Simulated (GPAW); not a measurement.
# Pd (Im-3m) in GPAW: convergence with density grid spacing (A)

Aim: find how far density grid spacing (A) must go before the results for Pd settle, at r2SCAN. This setting moves, with any that are tied to it; all else stays.

Everything below comes from runs of GPAW 26.7.0. Logs are shortened: lines on timing, memory, paths and dates and some standing lists are left out, and cuts for length are marked. The log counts tension as positive stress, the text compression.

### Step 1. Starting point

Symmetry: Im-3m, No. 229, cubic system. Conventional cell: a = 3.145 Å, b = 3.145 Å, c = 3.145 Å, α = 90.00°, β = 90.00°, γ = 90.00°. Around Pd (site symmetry m-3m) lie 8 Pd at 2.72 Å.

This isn't the form of Pd at room conditions, which is fcc.

### Step 2. With density grid spacing (A) 0.24

The input, run.py:

```python
from ase.dft.bandgap import bandgap
from ase.io import read, write
from ase.units import GPa
from gpaw import GPAW, PW

atoms = read('Pd.xyz')

calc = GPAW(mode=PW(600),
            h=0.24,
            xc='MGGA_X_R2SCAN+MGGA_C_R2SCAN',
            kpts={'size': (12, 12, 12), 'gamma': True},
            occupations={'name': 'fermi-dirac', 'width': 0.05},
            nbands=17,
            convergence={'density': 1e-05, 'energy': 1e-05},
            maxiter=100,
            txt='gpaw.txt')
atoms.calc = calc
energy = atoms.get_potential_energy()
forces = atoms.get_forces()
stress = atoms.get_stress()
calc.write('gs.gpw')
write('result.traj', atoms)
print(f'Energy: {energy:.6f} eV')
print('Forces (eV/A):')
print(forces.round(4))
print('Stress (GPa):', (stress / GPa).round(3))
print('Fermi level:', round(calc.get_fermi_level(), 4), 'eV')
print(f'Gap: {bandgap(calc)[0]:.4f} eV, direct: {bandgap(calc, direct=True)[0]:.4f} eV')
```

The input, Pd.xyz:

```xyz
1
Lattice="-1.5722810000 1.5722810000 1.5722810000 1.5722810000 -1.5722810000 1.5722810000 1.5722810000 1.5722810000 -1.5722810000" Properties=species:S:1:pos:R:3 pbc="T T T"
Pd     0.0000000000      0.0000000000      0.0000000000
```

Potentials or basis: GPAW PAW data sets (gpaw-data 1.2.1), pw.

Started as:

```bash
$ OMP_NUM_THREADS=1 python run.py
```

gpaw.txt:

```text
__  _  _
 | _ |_)|_||  |
 |__||  | ||/\| - 26.7.0

Input parameters:
  mode=PW(ecut=600.0),
  convergence={'density': 1e-05, 'energy': 1e-05},
  h=0.24,
  kpts=MonkhorstPack(size=(12, 12, 12), gamma=True),
  maxiter=100,
  nbands=17,
  occupations=Occupations(name='fermi-dirac', width=0.05),
  xc=XC(name='MGGA_X_R2SCAN+MGGA_C_R2SCAN')

Diagonalizing LCAO Hamiltonian
Converting LCAO to pw mode

       Pd

Atoms  # Å, Bohr magnetons
|   | symbol |        x |        y |        z |    initial magnetic moments |
|---|--------|----------|----------|----------|-----------------------------|
| 0 |     Pd | 0.000000 | 0.000000 | 0.000000 | ( 0.0000,  0.0000,  0.0000) |

Unit cell  # Å
| periodic |         x |         y |         z |  lengths |     angles |
|----------|-----------|-----------|-----------|----------|------------|
|      yes | -1.572281 |  1.572281 |  1.572281 | 2.723271 | 109.471221 |
|      yes |  1.572281 | -1.572281 |  1.572281 | 2.723271 | 109.471221 |
|      yes |  1.572281 |  1.572281 | -1.572281 | 2.723271 | 109.471221 |

Number of symmetries: 48
Symmetry operations  # r_c * U_cc + t_c -> r_c
|    | kind |            matrix            |
|----|------|------------------------------|
|  0 |  σ   |  1, 1, 1,  0, 0,-1,  0,-1, 0 |
|  1 |  C4  |  1, 1, 1,  0, 0,-1, -1, 0, 0 |
|  2 |  C2  |  1, 1, 1,  0,-1, 0,  0, 0,-1 |
|  3 |  S6  |  1, 1, 1,  0,-1, 0, -1, 0, 0 |
|  4 |  S6  |  1, 1, 1, -1, 0, 0,  0, 0,-1 |
|  5 |  C4  |  1, 1, 1, -1, 0, 0,  0,-1, 0 |
|  6 |  E   |  1, 0, 0,  0, 1, 0,  0, 0, 1 |
|  7 |  σ   |  1, 0, 0,  0, 1, 0, -1,-1,-1 |
|  8 |  σ   |  1, 0, 0,  0, 0, 1,  0, 1, 0 |
|  9 |  C3  |  1, 0, 0,  0, 0, 1, -1,-1,-1 |
| 10 |  C3  |  1, 0, 0, -1,-1,-1,  0, 1, 0 |
| 11 |  σ   |  1, 0, 0, -1,-1,-1,  0, 0, 1 |
| 12 |  σ   |  0, 1, 0,  1, 0, 0,  0, 0, 1 |
| 13 |  C2  |  0, 1, 0,  1, 0, 0, -1,-1,-1 |
| 14 |  C3  |  0, 1, 0,  0, 0, 1,  1, 0, 0 |
| 15 |  S4  |  0, 1, 0,  0, 0, 1, -1,-1,-1 |
| 16 |  S4  |  0, 1, 0, -1,-1,-1,  1, 0, 0 |
| 17 |  C3  |  0, 1, 0, -1,-1,-1,  0, 0, 1 |
| 18 |  C3  |  0, 0, 1,  1, 0, 0,  0, 1, 0 |
| 19 |  S4  |  0, 0, 1,  1, 0, 0, -1,-1,-1 |
| 20 |  σ   |  0, 0, 1,  0, 1, 0,  1, 0, 0 |
[... 111 lines left out ...]
  Old densities: 10
  SVD Regularization: 0.005
  Good broyden scale: 1.0
  Trust region scale: 1.0
  Backstep threshold: 4.0
  History deletion threshold: 6.0
  Fourier metric: weight=20.0, sigma=0.015

occupation numbers:
  Fermi-Dirac:
    width: 0.0500  # eV

poisson solver:
  ecut: 4800.0  # eV

xc functional:
  name: MGGA_X_R2SCAN+MGGA_C_R2SCAN with 2 nearest neighbor stencil

convergence criteria:
- Maximum integral of absolute [dens]ity change: 1e-05 electrons / valence electron
- Maximum [total energy] change in last 3 cyles: 1e-05 eV / valence electron
- Maximum integral of absolute [eigenst]ate change: 4e-08 eV^2 / valence electron
maximum number of iterations: 100

SCF iterations
|iter     | |      energy | eigst |  dens |
|---------|-|-------------|-------|-------|
|iter:   1| |  -21.659246 | -0.09 |       |
|iter:   2| |  -17.297281 | -1.36 | -0.97 |
|iter:   3| |  -17.038412 | -2.24 | -1.13 |
|iter:   4| |  -16.904981 | -2.01 | -1.33 |
|iter:   5| |  -16.910259 | -2.73 | -1.81 |
|iter:   6| |  -16.915069 | -2.64 | -2.19 |
|iter:   7| |  -16.914282 | -4.74 | -2.55 |
|iter:   8| |  -16.914273 | -5.47 | -3.21 |
|iter:   9| |  -16.914271c| -6.07 | -3.60 |
|iter:  10| |  -16.914271c| -7.87c| -4.70 |
|iter:  11| |  -16.914271c| -7.62c| -5.19c|

Converged in 11 steps
Energy contributions relative to reference atoms: (reference = -137227.490718)

Energy contributions:
  Kinetic:           0.219893
  Coulomb:          -4.252180
  Zero:             -0.207883
  External:          0.000000
  Xc:              -12.669040
  Entropy:          -0.010123
  Spinorbit:         0.000000
  ----------------------------
  Free energy:     -16.919333
  Extrapolated:    -16.914271

dipole moment: (-4.630830, -4.630830, -4.630830)  # |e|*Ang

Fermi level: 8.460
Eigenvalues  # (at kpt = [-0.000, -0.000, -0.000])
| band index |      eig [eV] | occ [0-2] |
|------------|---------------|-----------|
|          0 |       -42.486 |     2.000 |
|          1 |       -42.486 |     2.000 |
|          2 |       -42.486 |     2.000 |
|          3 |         1.747 |     2.000 |
|          4 |         5.645 |     2.000 |
|          5 |         5.645 |     2.000 |
[... 9 lines left out ...]
|         15 |        40.787 |     0.000 |
|         16 |        40.787 |     0.000 |

No gap
No difference between direct/indirect transitions

Forces  # eV/Ang
|       x |       y |       z |
|---------|---------|---------|
| 0.00000 | 0.00000 | 0.00000 |  # Pd   0

Stress tensor  # eV/Ang^3
|         x |         y |         z |
|-----------|-----------|-----------|
|  0.026096 | -0.000000 | -0.000000 |
| -0.000000 |  0.026096 | -0.000000 |
| -0.000000 | -0.000000 |  0.026096 |

# Writing to gs.gpw (mode='')
```

stdout:

```text
Energy: -16.914271 eV
Forces (eV/A):
[[0. 0. 0.]]
Stress (GPa): [ 4.181  4.181  4.181 -0.    -0.    -0.   ]
Fermi level: 8.4597 eV
Gap: 0.0000 eV, direct: 0.0000 eV
```

Run time: 20 s. Hardware: 1 thread of Arm Neoverse V2, shared host; peak memory 0.2 GiB.

What came out:

* Free energy: -16.9193 eV
* Pressure: -4.2 GPa
* Band gap on the k mesh: none (metal or under the smearing width)

### Step 3. With density grid spacing (A) 0.2

run.py, as its differences from that of step 2:

```diff
@@ -8,3 +8,3 @@
 calc = GPAW(mode=PW(600),
-            h=0.24,
+            h=0.2,
             xc='MGGA_X_R2SCAN+MGGA_C_R2SCAN',
```

Pd.xyz is that of step 2.

Potentials or basis: GPAW PAW data sets (gpaw-data 1.2.1), pw.

Started as:

```bash
$ OMP_NUM_THREADS=1 python run.py
```

It took 26 s on 1 thread of Arm Neoverse V2, shared host; peak memory 0.2 GiB.

What came out:

```yaml
Free_energy: -16.9199 eV
Pressure: -4.1 GPa
Band_gap_on_the_k_mesh: none (metal or under the smearing width)
```

### Step 4. With density grid spacing (A) 0.17

run.py, as its differences from that of step 3:

```diff
@@ -8,3 +8,3 @@
 calc = GPAW(mode=PW(600),
-            h=0.2,
+            h=0.17,
             xc='MGGA_X_R2SCAN+MGGA_C_R2SCAN',
```

Pd.xyz is that of step 3.

Started as:

```bash
$ OMP_NUM_THREADS=1 python run.py
```

Wall time 55 s (1 thread of Arm Neoverse V2, shared host); peak memory 0.21 GiB.

What came out:

```
Free energy            : -16.9207 eV
Pressure               : -4.2 GPa
Band gap on the k mesh : none (metal or under the smearing width)
```

### Step 5. With density grid spacing (A) 0.15

run.py, as its differences from that of step 4:

```diff
@@ -8,3 +8,3 @@
 calc = GPAW(mode=PW(600),
-            h=0.17,
+            h=0.15,
             xc='MGGA_X_R2SCAN+MGGA_C_R2SCAN',
```

Pd.xyz is that of step 4.

Started as:

```bash
$ OMP_NUM_THREADS=1 python run.py
```

Wall time 45 s (1 thread of Arm Neoverse V2, shared host); peak memory 0.22 GiB.

Results (log left out):

| Quantity | Value |
| --- | --- |
| Free energy | -16.9209 eV |
| Pressure | -4.2 GPa |
| Band gap on the k mesh | none (metal or under the smearing width) |

### Step 6. With density grid spacing (A) 0.13

run.py, as its differences from that of step 5:

```diff
@@ -8,3 +8,3 @@
 calc = GPAW(mode=PW(600),
-            h=0.15,
+            h=0.13,
             xc='MGGA_X_R2SCAN+MGGA_C_R2SCAN',
```

Pd.xyz is that of step 5.

Potentials or basis: GPAW PAW data sets (gpaw-data 1.2.1), pw.

Started as:

```bash
$ OMP_NUM_THREADS=1 python run.py
```

Wall time 86 s (1 thread of Arm Neoverse V2, shared host); peak memory 0.22 GiB.

The run converged. Its results:

* Free energy: -16.9210 eV
* Pressure: -4.2 GPa
* Band gap on the k mesh: none (metal or under the smearing width)

### Step 7. With density grid spacing (A) 0.11

run.py, as its differences from that of step 6:

```diff
@@ -8,3 +8,3 @@
 calc = GPAW(mode=PW(600),
-            h=0.13,
+            h=0.11,
             xc='MGGA_X_R2SCAN+MGGA_C_R2SCAN',
```

Pd.xyz is that of step 6.

Started as:

```bash
$ OMP_NUM_THREADS=1 python run.py
```

Wall time 1.7 min (1 thread of Arm Neoverse V2, shared host); peak memory 0.24 GiB.

Results (log left out):

- Free energy: -16.9212 eV
- Pressure: -4.2 GPa
- Band gap on the k mesh: none (metal or under the smearing width)

### Step 8. With density grid spacing (A) 0.09

run.py, as its differences from that of step 7:

```diff
@@ -8,3 +8,3 @@
 calc = GPAW(mode=PW(600),
-            h=0.11,
+            h=0.09,
             xc='MGGA_X_R2SCAN+MGGA_C_R2SCAN',
```

Pd.xyz is that of step 7.

Started as:

```bash
$ OMP_NUM_THREADS=1 python run.py
```

Run time: 2.9 min. Hardware: 1 thread of Arm Neoverse V2, shared host; peak memory 0.29 GiB.

Results (log left out):

```yaml
Free_energy: -16.9213 eV
Pressure: -4.2 GPa
Band_gap_on_the_k_mesh: none (metal or under the smearing width)
```

### Step 9. The series at a glance

```tsv
density grid spacing (A)	energy less the tightest run, at zero smearing (meV/atom)	pressure (GPa)	SCF cycles	CPU time (s)	peak memory (GiB)
0.24	1.94	-4.18	11	20	0.2
0.2	1.33	-4.14	11	26	0.2
0.17	0.56	-4.19	11	55	0.21
0.15	0.34	-4.19	11	45	0.22
0.13	0.25	-4.18	11	86	0.22
0.11	0.10	-4.18	11	100	0.24
0.09	0.00	-4.18	11	170	0.29
```

Against the tightest run, the energy stays within 1 meV/atom from 0.17 on; the pressure stays within 0.1 GPa from 0.24 on. The tightest run that finished is the yardstick and may itself not be fully converged.

Caveats: the PAW data sets were made with another functional, which shifts forces and pressure a little.
